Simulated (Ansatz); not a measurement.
What a trial cell of B relaxes into

These are results of DFT PBE, scalar-relativistic, plane waves, PAW in Ansatz 0.2.0, not measurements. Cutoff 420 eV, Γ-centred k mesh, Gaussian smearing, no spin polarisation in the final step.

The start puts B on the sites of a reported C cell (R-3m, No. 166), at a guessed volume.

```xyz
4
Lattice="1.0110 0.5837 9.1649 -1.0110 0.5837 9.1649 0.0000 -1.1674 9.1649" Properties=species:S:1:pos:R:3 pbc="T T T"
B     0.0000    0.0000    1.3747
B     0.0000    0.0000   26.1198
B     0.0000    0.0000    7.7810
B     0.0000    0.0000   19.7136
```

Cell and atoms relax at zero pressure; the relaxation can't lower the symmetry of the start. After a coarse first stage the cell is made exact in the group found at 0.06 Å.

Energies count from the standard state of B at the same level.

Q: What does it relax into?

A: It keeps R-3m (No. 166), but not the shape of the type it started on. Conventional cell: a = 2.852 Å, c = 12.474 Å. B on Wyckoff site c (2 atoms of the primitive cell) has 2 B at 1.64–1.66 Å and 3 B at 1.86 Å; around B on Wyckoff site c (2 atoms of the primitive cell) lie 1 B at 1.64 Å and 6 B at 1.82–1.86 Å.

```
B
1.0
     1.42592    0.82326    4.15813
    -1.42592    0.82326    4.15813
     0.00000   -1.64651    4.15813
B
4
Cartesian
  0.0000 0.0000 0.8275
  0.0000 0.0000 11.6469
  0.0000 0.0000 2.4721
  0.0000 0.0000 10.0023
```

Q: What are its volume, energy, density and gap?

A: The volume per atom is 7.32 Å³. The density is 2.45 g/cm³. The energy over the standard structure is 0.18 eV/atom and the gap on the 18×18×18 mesh is 0 eV (a metal).

The final run used a 18×18×18 mesh on its 4-atom cell and 0.10 eV smearing. The k mesh leaves about 4 meV/atom of noise in metals. Symmetry constrained the relaxation, so the result can be a saddle point.